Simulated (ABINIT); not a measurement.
# GaN (F-43m) in ABINIT: a series of runs, part 2 of 2

ABINIT 10.8.3 (patched build). The steps go on from the part before.

## Step 3: Single point, PBE, spin-orbit coupling, no magnetisation

Contents of run.abi:

```
# Pseudopotentials
pp_dirpath "./"
pseudos "Ga.upf, N.upf"

# Structure
acell 3*1.0
rprim
     0.0000000000     4.2584989699     4.2584989699
     4.2584989699     0.0000000000     4.2584989699
     4.2584989699     4.2584989699     0.0000000000
ntypat 2
znucl 31 7
natom 2
typat 1 2
xred
     0.0000000000     0.0000000000     0.0000000000
     0.2500000000     0.2500000000     0.2500000000

# Plane-wave basis
ecut 36.0

# k points
kptopt 1
ngkpt 8 8 8
nshiftk 1
shiftk 0.0 0.0 0.0

# Exchange and correlation
ixc 11

# Bands and occupations
nband 26
occopt 3
tsmear 0.05 eV

# Spin
nspinor 2
nspden 1
so_psp 2*1

# SCF cycle
nstep 100
tolvrs 1.0e-10

# Output
iomode 3
prtwf 0
prteig 0
prtebands 0
enunit 1
prtden 1
prtvha 1
prtvclmb 1
prtpot 1
```

Potentials or basis: PseudoDojo NC FR PBE v0.4 standard.

The run is started by

```console
$ mpirun --bind-to none -np 4 abinit run.abi > log 2>&1
```

It took 27 s on 4 MPI ranks of Arm Neoverse V2, shared host; peak memory 0.28 GiB.

The run converged. Its results:

```yaml
Free_energy: -2363.7715 eV
Pressure: 3.2 GPa
Band_gap_on_the_k_mesh: 1.75 eV, direct
Valence_electrons_inside_the_program's_atomic_spheres: Ga 10.88; N 5.23
```

Levels at points of the mesh, in eV from the valence-band top:
| k point | band 15 | band 16 | band 17 | band 18 | band 19 | band 20 | band 21 | band 22 |
| --- | --- | --- | --- | --- | --- | --- | --- | --- |
| (0.00, 0.00, 0.00) | 0.00 | 0.00 | 0.00 | 0.00 | 1.75 | 1.75 | 10.13 | 10.13 |
| (0.50, 0.00, 0.00) | -0.98 | -0.98 | -0.95 | -0.95 | 4.67 | 4.67 | 8.73 | 8.73 |
| (0.50, 0.50, 0.00) | -2.72 | -2.72 | -2.67 | -2.67 | 3.38 | 3.38 | 6.69 | 6.69 |

Caveat: the cutoff is short for stress, so the pressure is rough.

## Step 4: Relaxation of cell and atoms, PBEsol

Contents of run.abi:

```
# Pseudopotentials
pp_dirpath "./"
pseudos "Ga.upf, N.upf"

# Structure
acell 6.0224269985 6.0224269985 6.0224269985
rprim
     0.0000000000     0.7071067812     0.7071067812
     0.7071067812     0.0000000000     0.7071067812
     0.7071067812     0.7071067812     0.0000000000
ntypat 2
znucl 31 7
natom 2
typat 1 2
chkprim 0
chksymtnons 0
tolsym 1.0e-6
xred
            0.0            0.0            0.0
            1/4            1/4            1/4

# Plane-wave basis
ecut 1142.878222 eV
ecutsm 0.5

# k points
kptopt 1
ngkpt 8 8 8
nshiftk 1
shiftk 0.0 0.0 0.0

# Exchange and correlation
ixc -116133

# Bands and occupations
nband 13
occopt 3
tsmear 0.00183747

# SCF cycle
nstep 80
tolvrs 1.0e-12

# Output
iomode 3
prteig 0
prtebands 0
prtwf 0
prtden 0

# Relaxation
ionmov 2
optcell 2
ntime 50
tolmxf 2.0e-5
dilatmx 1.08
```

Potentials or basis: PseudoDojo NC SR PBEsol v0.4.1 standard.

The run is started by

```console
$ mpirun --bind-to none -np 4 abinit run.abi > log 2>&1
```

Wall time 27 s (4 MPI ranks of Arm Neoverse V1, shared host); peak memory 0.32 GiB.

The run converged. Its results:

| Property | Result |
| --- | --- |
| Free energy | -2360.0477 eV |
| Relaxed volume | 11.39 Å³/atom |
| Relaxed cell | a = 3.182 Å, b = 3.182 Å, c = 3.182 Å, α = 60.00°, β = 60.00°, γ = 60.00° |
| Space group after relaxing (to 0.05 Å) | F-43m (No. 216) |
| Energy gained by relaxing | 0.2 meV/atom |
| Ionic steps | 3 |
| Pressure after relaxing | 0.0 GPa |
| Band gap on the k mesh | 1.74 eV, direct |

Step by step:
| step | energy change (eV) | largest force (eV/Å) | pressure (GPa) | volume (Å³) |
| --- | --- | --- | --- | --- |
| 1 | 0.0000 | 0.0000 | -0.90 | 22.89 |
| 2 | -0.0003 | 0.0000 | -0.39 | 22.82 |
| 3 | -0.0003 | 0.0000 | 0.00 | 22.78 |

Final structure:
```xyz
2
Lattice="0.0000 2.2498 2.2498 2.2498 0.0000 2.2498 2.2498 2.2498 0.0000" Properties=species:S:1:pos:R:3 pbc="T T T"
Ga    0.0000    0.0000    0.0000
N     1.1249    1.1249    1.1249
```

## Step 5: Single point, PBEsol (cell relaxed)

Contents of run.abi:

```
# Pseudopotentials
pp_dirpath "./"
pseudos "Ga.upf, N.upf"

# Structure
acell 3*1.0 Angstrom
rprim
     0.0000000000     2.2498433300     2.2498433300
     2.2498433300     0.0000000000     2.2498433300
     2.2498433300     2.2498433300     0.0000000000
ntypat 2
znucl 31 7
natom 2
typat 1 2
xcart
     0.0000000000     0.0000000000     0.0000000000
     1.1249216650     1.1249216650     1.1249216650 Angstrom
chkprim 0
chksymtnons 0
tolsym 1.0e-6

# Plane-wave basis
ecut 42.0

# k points
kptopt 1
ngkpt 8 8 8
nshiftk 1
shiftk 0.0 0.0 0.0

# Exchange and correlation
ixc -116133

# Bands and occupations
nband 13
occopt 3
tsmear 0.00183747

# SCF cycle
nstep 100
tolvrs 1.0e-10

# Output
iomode 3
prtwf 0
prtden 0
prteig 0
prtebands 0
```

The run is started by

```console
$ mpirun --bind-to none -np 4 abinit run.abi > log 2>&1
```

Wall time 8.3 s (4 MPI ranks of Arm Neoverse V1, shared host); peak memory 0.28 GiB.

The run converged. Its results:

```yaml
Free_energy: -2360.0478 eV
Pressure: 0.0 GPa
Band_gap_on_the_k_mesh: 1.74 eV, direct
Valence_electrons_inside_the_program's_atomic_spheres: Ga 10.91; N 5.23
```

Levels at points of the mesh, in eV from the valence-band top:
```csv
k point,band 7,band 8,band 9,band 10,band 11,band 12
"(0.00, 0.00, 0.00)",0.00,0.00,0.00,1.74,10.28,10.28
"(0.50, 0.00, 0.00)",-7.13,-0.98,-0.98,4.62,8.66,10.32
"(0.50, 0.50, 0.00)",-6.19,-2.74,-2.74,3.25,6.61,11.61
```

## Step 6: Single point, PBEsol

Contents of run.abi:

```
pp_dirpath "./"
pseudos "Ga.upf, N.upf"

acell 6.0224269985 6.0224269985 6.0224269985
rprim
     0.0000000000     0.7071067812     0.7071067812
     0.7071067812     0.0000000000     0.7071067812
     0.7071067812     0.7071067812     0.0000000000
ntypat 2
znucl 31 7
natom 2
typat 1 2
xred
     0.0000000000     0.0000000000     0.0000000000
     0.2500000000     0.2500000000     0.2500000000

ecut 36.0

kptopt 1
ngkpt 8 8 8
nshiftk 1
shiftk 0.0 0.0 0.0

ixc -116133

nband 13
occopt 3
tsmear 0.00183747

nstep 100
tolvrs 1.0e-10

iomode 3
prtwf 0
prtden 0
prteig 0
prtebands 0
```

Potentials or basis: PseudoDojo NC SR PBEsol v0.4.1 standard.

The run is started by

```console
$ mpirun --bind-to none -np 4 abinit run.abi > log 2>&1
```

run.abo:

```text
.Version 10.8.3 of ABINIT
 Symmetries : space group F-4 3 m (#216); Bravais cF (face-center cubic)
================================================================================
 Values of the parameters that define the memory need of the present run
     intxc =       0    ionmov =       0      iscf =       7    lmnmax =       6
     lnmax =       6     mgfft =      36  mpssoang =       3    mqgrid =    3001
     natom =       2  nloc_mem =       1    nspden =       1   nspinor =       1
    nsppol =       1      nsym =      24    n1xccc =    2501    ntypat =       2
    occopt =       3   xclevel =       2
       mpw =        1612          nfft =       46656          nkpt =          29
================================================================================
================================================================================

--------------------------------------------------------------------------------
------------- Echo of variables that govern the present computation ------------
--------------------------------------------------------------------------------
 -outvars: echo values of preprocessed input variables --------
            acell      6.0224269985E+00  6.0224269985E+00  6.0224269985E+00 Bohr
              amu      6.97230000E+01  1.40067400E+01
             ecut      3.60000000E+01 Hartree
              ixc     -116133
         kptrlatt        8    0    0      0    8    0      0    0    8
          kptrlen      4.81794160E+01
            natom           2
            nband          13
            ngfft          36      36      36
             nkpt          29
[... 165 lines left out ...]
comment             : Components of total free energy in Hartree
kinetic             :  7.00080527113967E+01
hartree             :  2.17794504963382E+01
xc                  : -2.37938706893406E+01
Ewald energy        : -5.83371585563683E+01
psp_core            :  3.46993508224593E+00
local_psp           : -6.05627630877820E+01
non_local_psp       : -3.92931750761060E+01
internal            : -8.67295291196160E+01
'-kT*entropy'       : -2.03108864813949E-11
total_energy        : -8.67295291196363E+01
total_energy_eV     : -2.36003071580648E+03
band_energy         : -3.16878756809045E+00
...

 Cartesian components of stress tensor (hartree/bohr^3)
  sigma(1 1)=  1.02019180E-04  sigma(3 2)=  0.00000000E+00
  sigma(2 2)=  1.02019180E-04  sigma(3 1)=  0.00000000E+00
  sigma(3 3)=  1.02019180E-04  sigma(2 1)=  0.00000000E+00

-Cartesian components of stress tensor (GPa)         [Pressure= -3.0015E+00 GPa]
- sigma(1 1)=  3.00150791E+00  sigma(3 2)=  0.00000000E+00
- sigma(2 2)=  3.00150791E+00  sigma(3 1)=  0.00000000E+00
- sigma(3 3)=  3.00150791E+00  sigma(2 1)=  0.00000000E+00

== END DATASET(S) ==============================================================
================================================================================

 -outvars: echo values of variables after computation  --------
            acell      6.0224269985E+00  6.0224269985E+00  6.0224269985E+00 Bohr
           etotal     -8.6729529120E+01
            fcart     -0.0000000000E+00 -0.0000000000E+00 -0.0000000000E+00
                      -0.0000000000E+00 -0.0000000000E+00 -0.0000000000E+00
            rprim      0.0000000000E+00  7.0710678120E-01  7.0710678120E-01
                       7.0710678120E-01  0.0000000000E+00  7.0710678120E-01
                       7.0710678120E-01  7.0710678120E-01  0.0000000000E+00
           strten      1.0201918016E-04  1.0201918016E-04  1.0201918016E-04
                       0.0000000000E+00  0.0000000000E+00  0.0000000000E+00
           xangst      0.0000000000E+00  0.0000000000E+00  0.0000000000E+00
                       1.1267503030E+00  1.1267503030E+00  1.1267503030E+00
             xred      0.0000000000E+00  0.0000000000E+00  0.0000000000E+00
                       2.5000000000E-01  2.5000000000E-01  2.5000000000E-01
 Calculation completed.
```

It took 6.1 s on 4 MPI ranks of Intel Xeon Platinum 8488C (Sapphire Rapids), shared host; peak memory 0.24 GiB.

What came out:

- Free energy: -2360.0307 eV
- Pressure: -3.0 GPa
- Band gap on the k mesh: 1.70 eV, direct
- Valence electrons inside the program's atomic spheres: Ga 10.88; N 5.20

Caveat: the cutoff is short for stress, so the pressure is rough.

## Step 7: The runs side by side

```tsv
task	level	potentials or basis	spin	cell	cutoff (eV)	cell freedom (optcell)	optimiser (ionmov)	cutoff smearing ecutsm (Ha)	force stop (Ha/bohr)	gap on the mesh (eV)	pressure (GPa)
single point	LDA	PseudoDojo NC SR LDA v0.4.1 standard	off	as given	980	-	-	-	-	1.77	-
single point	PBE	PseudoDojo NC FR PBE v0.4 standard	SOC, no magnetisation	as given	980	-	-	-	-	1.75	3.2
relaxation of cell and atoms	PBEsol	PseudoDojo NC SR PBEsol v0.4.1 standard	off	relaxed	1143	2	2	0.5	2e-05	1.74	0.0
single point	PBEsol	PseudoDojo NC SR PBEsol v0.4.1 standard	off	cell relaxed	1143	-	-	-	-	1.74	0.0
single point	PBEsol	PseudoDojo NC SR PBEsol v0.4.1 standard	off	as given	980	-	-	-	-	1.70	-3.0
```

Alike in all rows: k mesh 8 × 8 × 8; smearing fermi-dirac 0.05 eV.

Caveats: the cutoff is short for stress, so the pressure is rough (some runs).

Total energies depend on the potentials used, so only differences within one code and one set of settings carry meaning.
